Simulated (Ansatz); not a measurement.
# W(100) / 1 layer V(100) / W(100): resistance against film thickness, part 3 of 3

How does the resistance across the layers grow with the film in W(100) / 1 layer V(100) / W(100)?

Ansatz 0.2.0; Ansatz plane-wave DFT, LDA, PAW files; ballistic transport by layer matching (Landauer), zero bias; PAW set soft_1 (the session's first sound run).

So far. Step 5 (With 7 layers, k-mesh 12×12×1, film layers 7): The conductance of the junction is 5.6e14 S/m², 1.3 % under the 5.7e14 S/m² of the last finished run, within the error estimates, leads' steps apart, of 7.2 and 6.6 %.

**6. With 9 layers, k-mesh 12×12×1, film layers 9 (continued)**

Per spin. Table of transmission, zone mean by energy, zero at the Fermi level:

```
energy (eV)  transmission, zone mean
     -0.270                    0.722
     -0.234                    0.726
     -0.198                    0.744
     -0.162                    0.769
     -0.126                    0.759
     -0.090                    0.778
     -0.054                    0.757
     -0.018                    0.733
      0.018                    0.748
      0.054                    0.746
      0.090                    0.747
      0.126                    0.742
      0.162                    0.742
      0.198                    0.724
      0.234                    0.718
      0.270                    0.734
```

The conductance of the junction is 5.8e14 S/m², 3.1 % over the 5.6e14 S/m² of the last finished run, within the error estimates, leads' steps apart, of 6.6 and 7.2 %.

**7. The ladder**

Times are for 4 threads of Intel Xeon Platinum 8488C (Sapphire Rapids), shared host. The runs compared:

```csv
no.,film layers,"area resistance that the stack adds (contact term taken off, spin by spin) (fΩ m²)",conductance of the junction (S/m²),time,memory (GiB)
1,1,0.3788,7.25e14,2 min,1.2
2,3,0.6967,5.87e14,73 s,1.5
3,5,0.7498,5.66e14,66 s,1.4
4,7,0.7805,5.59e14,76 s,1.6
5,9,0.7279,5.76e14,95 s,1.9
```

**8. With 3 layers**

A repeat with a changed input, to see how far the result depends on it.

This step: Ansatz plane-wave DFT, LDA, PAW files; ballistic transport by layer matching (Landauer), zero bias; changed: scf.occupations.width = null, scf.occupations.method = "tetrahedron_uncorrected"; PAW set soft_1 (Ansatz 0.2.0).

System of this step: W(100) / 3 layers V(100) / W(100). The cell holds 14 atoms: 11 W and 3 V. Its edges and angles: a = 3.165 Å, b = 3.165 Å, c = 21.556 Å, α = 90.0°, β = 90.0°, γ = 90.0°. It derives from W and V. Regions: lead, 11 atoms (11 W); films, 3 atoms (3 V). The structure is stacked along c, and the current runs across the ab planes.

The input, input.yaml:

```yaml
crystal:
  lattice:
    - [3.1648, 0.0, 0.0]
    - [0.0, 3.1648, 0.0]
    - [0.0, 0.0, 21.5559928845]
  atoms:
    - { symbol: W, position: [0.0, 0.0, 0.03670441] }
    - { symbol: W, position: [0.5, 0.5, 0.1101132299] }
    - { symbol: W, position: [0.0, 0.0, 0.1835220498] }
    - { symbol: W, position: [0.5, 0.5, 0.2569308697] }
    - { symbol: W, position: [0.0, 0.0, 0.3303396897] }
    - { symbol: V, position: [0.5, 0.5, 0.3991279298] }
    - { symbol: V, position: [0.0, 0.0, 0.46329559] }
    - { symbol: V, position: [0.5, 0.5, 0.5274632503] }
    - { symbol: W, position: [0.0, 0.0, 0.5962514904] }
    - { symbol: W, position: [0.5, 0.5, 0.6696603103] }
    - { symbol: W, position: [0.0, 0.0, 0.7430691303] }
    - { symbol: W, position: [0.5, 0.5, 0.8164779502] }
    - { symbol: W, position: [0.0, 0.0, 0.8898867701] }
    - { symbol: W, position: [0.5, 0.5, 0.96329559] }
kpoints:
  mp_grid: { grid: [12, 12, 2] }
hamiltonian:
  xc: lda
  pseudopotentials: { kind: paw, azcp: { folder: soft_1 }, xc_functional: pbe }
scf:
  occupations: { method: tetrahedron_uncorrected }
output:
  transmission:
    leads: [[0, 1]]
    kmesh: [24, 24]
    e_range: [-0.27, 0.27]
    de: 0.036
  write_potential: true
  write_density: true
  volumetric_format: npy
```

Started as:

```
$ ansatz run input.yaml --threads 4 --pin off --max-ram 8192MiB --backend cpu --events-out ev --progress --plain --runs-dir out
```

Numbers of over 12 decimals in the logs are rounded to 6 here.

What it wrote:

```text
band count auto-derived: 117 (N_el = 193.0; filled up to band 97; 116 by the electrons, moments and atoms)
[...]
Crystal: 14 atoms, lattice volume = 215.904 Å³
Basis set: ecut = 420 eV, 4241 PW (Γ)
Bands: 117, of which v1, the nominal top of the filled ones, is band 97 counted from 1 (96 counted from 0)
Symmetry: 16 space group operations
[...]
k-points: 56 of 288
[...]
SCF iter   1: F=—  HF=-120094.006241 eV  |F-HF|=—  |Δ(HF+E_count)|=         —  Δρ=4.28e-1  dr2=5.24e3  ethr=3.10e-3  ⟨swp⟩=5.8  Hψ=25085  notcnv=0  defer=107
[...]
SCF iter  17: F=-120018.679601 eV  HF=-120018.679601 eV  |F-HF|=7.34e-8  |Δ(HF+E_count)|=   1.17e-8  Δρ=2.80e-6  dr2=7.59e-8  ethr=5.18e-11  ⟨swp⟩=7.3  Hψ=20815  notcnv=0
SCF 1 converged in 17 iterations: F = -120018.679601 eV  dr2 = 7.59e-8
[...]
transmission: 249 of 2457 steps passed
transmission: 492 of 2457 steps passed
[...]
transmission: 2457 of 2457 steps passed
SCF converged after 17 iterations
Free energy (F): -120018.679601 eV
[...]
Internal energy: -120018.677404 eV  (E = F + TS)
E sigma→0 (E₀):  -120018.679601 eV
Entropy (-TS):   -0.002197 eV (-0.157 meV/atom)
Fermi energy:    20.711987 eV
[...]
--- Band table (eV; the first three rows and the last of 56) ---
  k-point 0: bands = [... 93 lower, 20.3948, 20.6699, 20.6970, 20.9171, 20.9171, 21.0557, 21.0557, 21.1212, ... 16 higher]
  k-point 1: bands = [... 93 lower, 20.4153, 20.4172, 20.4172, 20.7179, 20.7179, 21.1178, 21.1309, 21.1771, ... 16 higher]
  k-point 2: bands = [... 93 lower, 20.4980, 20.5685, 20.6509, 20.8645, 21.0126, 21.1000, 21.1135, 21.1400, ... 16 higher]
  k-point 55: bands = [... 93 lower, 20.3736, 21.4251, 21.4251, 21.4960, 21.4960, 22.3480, 22.4176, 22.8848, ... 16 higher]
--- Transmission ---
  basis      : 89 plane waves across, 27 finite elements along
  points     : 91, standing for a mesh of 24 x 24
[...]
filled         : 68.5 meV under the level at which it is neutral
    channels       : 1.246528e0 a spin
[...]
slowest decay  : 0.0279 /Å at (0.2917, 0.2500)
  junction   : crystal 0 to crystal 0, -0.70 to 19.28 Å
    transmission   : 7.530924e-1 a spin
[...]
resistance     : 6.5455e-4 Ω µm² beyond half of each lead's own
```

Wall time 75 s (4 threads of Intel Xeon Platinum 8488C (Sapphire Rapids), shared host); peak memory 1.4 GiB; 4.6 min of CPU time.

This step gave:

- free energy: -120018.6796 eV
- Fermi energy: 20.71 eV
- step of the lead's potential: 1.9 meV
- ballistic conductance of the lead: 9.68e14 S/m²
- estimated errors of the lead's conductance: 0.1, 6.9, 5.9 % (band edges, k-mesh, distance from neutral)
- lead conductance per cell: 1.251 G₀
- conductance of the junction: 5.93e14 S/m²
- junction conductance per cell: 0.7660 G₀
- estimated errors of the junction's conductance: 0.1, 0, 7.9, 0.5, 1.5 % (energy step, band edges, k-mesh, leads' steps, distance from neutral)
- area resistance that the stack adds (contact term taken off, spin by spin): 0.6546 fΩ m²

Per spin. The transmission, zone mean by energy, zero at the Fermi level:

```csv
energy (eV),"transmission, zone mean"
-0.270,0.768
-0.234,0.746
-0.198,0.767
-0.162,0.776
-0.126,0.786
-0.090,0.780
-0.054,0.785
-0.018,0.773
0.018,0.753
0.054,0.765
0.090,0.747
0.126,0.753
0.162,0.740
0.198,0.737
0.234,0.740
0.270,0.751
```

With the changed settings the conductance of the junction moves by 0.99 % from the earlier run's 5.9e14 S/m².

**9. Outcome**

| Item | Value |
| --- | --- |
| area resistance, 1 layer | 0.379 fΩ m² |
| area resistance, 3 layers | 0.697 fΩ m² |
| area resistance, 5 layers | 0.750 fΩ m² |
| area resistance, 7 layers | 0.781 fΩ m² |
| area resistance, 9 layers | 0.728 fΩ m² |

The stack adds 0.38 fΩ m² with 1 layer and 0.73 fΩ m² with 9. From 3 layers on no step exceeds the two runs' error estimates together, as expected where only the two interfaces scatter; half the mean, 0.37 fΩ m², is a rough coherent figure for one interface. Atoms sit on ideal sites and aren't relaxed. Spin-orbit coupling is left out, which matters for W. V(100) is stretched by 4.6 % in plane to fit W(100).

[Logs are printed without paths, hosts, clocks, repeated set-up lines and the standing remarks that a program may print on its own settings, such as how far it seeks lower states.]

[Hosts, paths, dates, database ids (printed as entryN), source tags and the programs' standing remarks are cut or masked in the printed files.]
